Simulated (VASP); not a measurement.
# KI (Fm-3m) in VASP: further runs, part 3 of 3

VASP 6.6.1. The steps go on from the part before.

### Step 4. Electric field gradients, HSE06

Input file POSCAR:

```
KI
1.0
    0.0000000000      3.5327750000      3.5327750000
    3.5327750000      0.0000000000      3.5327750000
    3.5327750000      3.5327750000      0.0000000000
K I
1 1
Direct
    0.0000000000      0.0000000000      0.0000000000
    0.5000000000      0.5000000000      0.5000000000
```

Input file INCAR.step1:

```
ALGO = Normal ; EDIFF = 1E-5
ENCUT = 400 ; GGA = PE
GGA_COMPAT = False ; ISIF = 2
ISMEAR = -1 ; LASPH = True
LCHARG = False ; LREAL = False
LWAVE = True ; NBANDS = 15
NELM = 120 ; PREC = Accurate
SIGMA = 0.02
```

Input file INCAR.step2:

```
ALGO = Normal ; EDIFF = 1E-8
ENCUT = 400 ; GGA = PE
GGA_COMPAT = False ; HFSCREEN = 0.2079
ISIF = 2 ; ISMEAR = -1
ISTART = 1 ; LASPH = True
LCHARG = False ; LEFG = True
LHFCALC = True ; LREAL = False
LWAVE = False ; NBANDS = 15
NELM = 120 ; PREC = Accurate
PRECFOCK = Normal ; SIGMA = 0.02
```

Input file KPOINTS:

```
k-points
0
Gamma
  4 4 4
```

Potentials or basis: VASP PAW PBE potentials, release 64 (K_sv, I).

Started as:

```
cat potpaw_PBE.64/K_sv/POTCAR potpaw_PBE.64/I/POTCAR > POTCAR
cp INCAR.step1 INCAR
mpirun -np 1 vasp_std > vasp.out
cp INCAR.step2 INCAR
mpirun -np 1 vasp_std > vasp.out
```

OUTCAR:

```text
EDIFF = 1E-8
   ENCUT = 400
   GGA = PE
   HFSCREEN = 0.2079
   ISIF = 2
   ISMEAR = -1
   ISTART = 1
   LASPH = True
   LHFCALC = True
   LREAL = False
   NELM = 120
   PREC = Accurate
   PRECFOCK = Normal

 ion  position               nearest neighbor table
   1  0.000  0.000  0.000-   2 3.53   2 3.53   2 3.53   2 3.53   2 3.53   2 3.53
   2  0.500  0.500  0.500-   1 3.53   1 3.53   1 3.53   1 3.53   1 3.53   1 3.53

  LATTYP: Found a face centered cubic cell.
 ALAT       =     7.0655500000

  Lattice vectors:

 A1 = (   0.0000000000,   3.5327750000,   3.5327750000)
 A2 = (   3.5327750000,   0.0000000000,   3.5327750000)
 A3 = (   3.5327750000,   3.5327750000,   0.0000000000)

Analysis of symmetry for initial positions (statically):
=====================================================================
 Subroutine PRICEL returns:
 Original cell was already a primitive cell.

 Routine SETGRP: Setting up the symmetry group for a
 face centered cubic supercell.

 Subroutine GETGRP returns: Found 48 space group operations
 (whereof 48 operations were pure point group operations)
 out of a pool of 48 trial point group operations.

The static configuration has the point symmetry O_h .

Analysis of symmetry for dynamics (positions and initial velocities):
=====================================================================
 Subroutine PRICEL returns:
 Original cell was already a primitive cell.

 Routine SETGRP: Setting up the symmetry group for a
 face centered cubic supercell.

 Subroutine GETGRP returns: Found 48 space group operations
 (whereof 48 operations were pure point group operations)
 out of a pool of 48 trial point group operations.

The dynamic configuration has the point symmetry O_h .

 Subroutine INISYM returns: Found 48 space group operations
 (whereof 48 operations are pure point group operations),
 and found     1 'primitive' translations

----------------------------------------------------------------------------------------

                                     Primitive cell

  volume of cell :      88.1816

  direct lattice vectors                    reciprocal lattice vectors
     0.000000000  3.532775000  3.532775000    -0.141531799  0.141531799  0.141531799
     3.532775000  0.000000000  3.532775000     0.141531799 -0.141531799  0.141531799
     3.532775000  3.532775000  0.000000000     0.141531799  0.141531799 -0.141531799

  length of vectors
     4.996098318  4.996098318  4.996098318     0.245140266  0.245140266  0.245140266

  position of ions in fractional coordinates (direct lattice)
     0.000000000  0.000000000  0.000000000
     0.500000000  0.500000000  0.500000000

  ion indices of the primitive-cell ions
   primitive index   ion index
                 1           1
                 2           2

----------------------------------------------------------------------------------------

 KPOINTS: k-points

Automatic generation of k-mesh.
 Grid dimensions read from file:
 generate k-points for:    4    4    4

[... 73 lines left out ...]
   PRECFOCK=normal    Normal, Fast or Accurate (Low or Medium for compatibility)
   ENCUT4O =  -1.0   cutoff for four orbital integrals eV
   NKREDX  =     1    reduce k-point grid by
   NKREDY  =     1    reduce k-point grid by
   NKREDZ  =     1    reduce k-point grid by
   AEXX    =    0.2500 exact exchange contribution
   HFSCREEN=    0.2079 screening length (either q_TF or 0.3 A-1)
   HFSCREENC=   0.2079 screening length for correlation (either q_TF or 0.3 A-1)
   ENCUTFOCK=  -1.0 apply spherical cutoff to Coloumb kernel
   IVDW    =     0    specifies the selected vdW correction
   LEPSILON=     F    determine dielectric tensor
   LRPA    =     F    only Hartree local field effects (RPA)
 non-spin polarized calculation
  energy-cutoff  :      400.00
  volume of cell :       88.18
 maximum number of plane-waves:      1639
 NGX is ok and might be reduce to    36
  NGX = 28; NGY = 28; NGZ = 28

 number of electron      16.0000000 magnetization

 Free energy of the ion-electron system (eV)
  ---------------------------------------------------
  ext. energy  EPLUGINS =         0.00000000
  ---------------------------------------------------
  free energy    TOTEN  =        -6.39956285 eV

  energy without entropy =       -6.39956285  energy(sigma->0) =       -6.39956285

 E-fermi :  -0.6905     XC(G=0):  -6.0423

 val. band max:       -1.1433823075   @ k =   0.0000   0.0000   0.0000
 cond. band min:       3.8106977197   @ k =   0.0000   0.0000   0.0000
 fundamental gap:      4.9540800272
 Fermi energy:        -0.6905299836

 k-point     1 :       0.0000    0.0000    0.0000
  band No.  band energies     occupation
      1     -31.9726      2.00000
      2     -14.1050      2.00000
      3     -14.1050      2.00000
      4     -14.1050      2.00000
      5     -12.5350      2.00000
      6      -1.1434      2.00000
      7      -1.1434      2.00000
      8      -1.1434      2.00000
      9       3.8107      0.00000
     10       6.4999      0.00000
     11       6.4999      0.00000
     12       6.4999      0.00000
     13       7.3358      0.00000
     14       7.3358      0.00000
[... 113 lines left out ...]
      2     -14.1598      2.00000
      3     -14.1380      2.00000
      4     -14.1380      2.00000
      5     -12.3022      2.00000
      6      -1.9188      2.00000
      7      -1.9188      2.00000
      8      -1.7700      2.00000
      9       6.3975      0.00000
     10       6.3975      0.00000
     11       6.6170      0.00000
     12       8.2981      0.00000
     13       9.0031      0.00000
     14      10.0810      0.00000
     15      10.4698      0.00000

------------------------ aborting loop because EDIFF is reached ----------------------------------------

  FORCE on cell =-STRESS in cart. coord.  units (eV):
  Direction    XX          YY          ZZ          XY          YZ          ZX
  --------------------------------------------------------------------------------------
  -------------------------------------------------------------------------------------
  Total        0.2323213      0.2323213      0.2323213      0.0000000      0.0000000     -0.0000000
  in kB        4.2210613      4.2210613      4.2210613      0.0000000      0.0000000     -0.0000000
  external PRESSURE =       4.2210613 kB  Pullay stress =       0.0000000 kB

 VOLUME and BASIS-vectors are now :
 -----------------------------------------------------------------------------
  energy-cutoff  :      400.00
  volume of cell :       88.18
      direct lattice vectors                 reciprocal lattice vectors
     0.000000000  3.532775000  3.532775000    -0.141531799  0.141531799  0.141531799
     3.532775000  0.000000000  3.532775000     0.141531799 -0.141531799  0.141531799
     3.532775000  3.532775000  0.000000000     0.141531799  0.141531799 -0.141531799

 POSITION                                       TOTAL-FORCE (eV/Angst)
 -----------------------------------------------------------------------------------
      0.00000      0.00000      0.00000         0.000000     -0.000000      0.000000
      3.53277      3.53277      3.53277        -0.000000      0.000000     -0.000000
 -----------------------------------------------------------------------------------
    total drift:                                0.000000      0.000001      0.000001

  FREE ENERGIE OF THE ION-ELECTRON SYSTEM (eV)
  ---------------------------------------------------
  free  energy   TOTEN  =        -6.3995628531 eV

  energy  without entropy=       -6.3995628530  energy(sigma->0) =       -6.39956285

 Electric field gradients (V/A^2)
---------------------------------------------------------------------
 ion       V_xx      V_yy      V_zz      V_xy      V_xz      V_yz
---------------------------------------------------------------------
   1      -0.000    -0.000     0.000    -0.000    -0.000    -0.000
   2      -0.000    -0.000     0.000     0.000    -0.000     0.000
---------------------------------------------------------------------

 Electric field gradients after diagonalization (V/A^2)
 (convention: |V_zz| > |V_xx| > |V_yy|)
----------------------------------------------------------------------
 ion       V_xx      V_yy      V_zz     asymmetry (V_yy - V_xx)/ V_zz
----------------------------------------------------------------------
   1       0.000     0.000    -0.001       0.056
   2       0.000     0.000    -0.000       0.862
----------------------------------------------------------------------

           NMR quadrupolar parameters

 Cq : quadrupolar parameter    Cq=e*Q*V_zz/h
 eta: asymmetry parameters     (V_yy - V_xx)/ V_zz
 Q  : nuclear electric quadrupole moment in mb (millibarn)
----------------------------------------------------------------------
 ion       Cq(MHz)       eta       Q (mb)
----------------------------------------------------------------------
   1      -0.000       0.056       1.000
   2      -0.000       0.862       1.000
----------------------------------------------------------------------
```

Wall time 32 min (1 thread of Intel Xeon 8259CL, shared host); peak memory 0.32 GiB.

Results:

| Property | Result |
| --- | --- |
| Free energy | -6.3996 eV |
| Pressure | 0.4 GPa |
| Band gap on the k mesh | 4.95 eV |
| Largest electric field gradient by atom | zero within the noise of the run |

Caveat: the PAW data sets were made with another functional, which shifts forces and pressure a little; spin-orbit coupling is left out, which moves the levels of the heavy elements.

### Step 5. The runs side by side

| level | k mesh | cutoff (eV) | grid for exact exchange (PRECFOCK) | share of exact exchange | screening parameter | gap on the mesh (eV) | pressure (GPa) |
| --- | --- | --- | --- | --- | --- | --- | --- |
| r2SCAN | 7 × 7 × 7 | 440 | - | - | - | 4.61 | 0.2 |
| PBEsol | 10 × 10 × 10 | 400 | - | - | - | 3.81 | -0.3 |
| HSE06 | 4 × 4 × 4 | 400 | Normal | 0.25 | 0.2079 1/Å | 4.95 | 0.4 |

Alike in all rows: task electric field gradients; potentials or basis VASP PAW PBE potentials, release 64 (K_sv, I); no spin polarisation; cell as given; smearing fermi-dirac 0.02 eV.

On the cell as given the gap runs from 3.81 eV (PBEsol) to 4.95 eV (HSE06); the meshes differ, which moves gaps too. The pressure there spans -0.3 GPa (PBEsol) to 0.4 GPa (HSE06); a positive pressure means that this level wants a larger cell, a negative one a smaller.

Caveats: the PAW data sets were made with another functional, which shifts forces and pressure a little; spin-orbit coupling is left out, which moves the levels of the heavy elements; an odd mesh through Γ misses points on the zone boundary, where band edges can lie (at least some runs).

Absolute energies hang on the potentials; compare differences alone.

### Step 6. Against experiment

Step 2. Against the measured gap of KI, 6.32 eV (a printed reference work, monograph), the calculated 4.61 eV is off by -1.71 eV. Spin-orbit coupling on I is left out. The value is that of r2SCAN on a finite k mesh, which can miss the band edges, without temperature or zero-point motion.

Step 3. Measured gap of KI: 6.32 eV (a printed reference work, monograph). This calculation gives 3.81 eV (-2.51 eV). Spin-orbit coupling on I is left out. The value is that of PBEsol on a finite k mesh, which can miss the band edges, without temperature or zero-point motion. Semilocal functionals fall short of measured gaps as a rule.

Step 4. Against the measured gap of KI, 6.32 eV (a printed reference work, monograph), the calculated 4.95 eV is off by -1.37 eV. Spin-orbit coupling on I is left out. The value is that of HSE06, without temperature or zero-point motion.
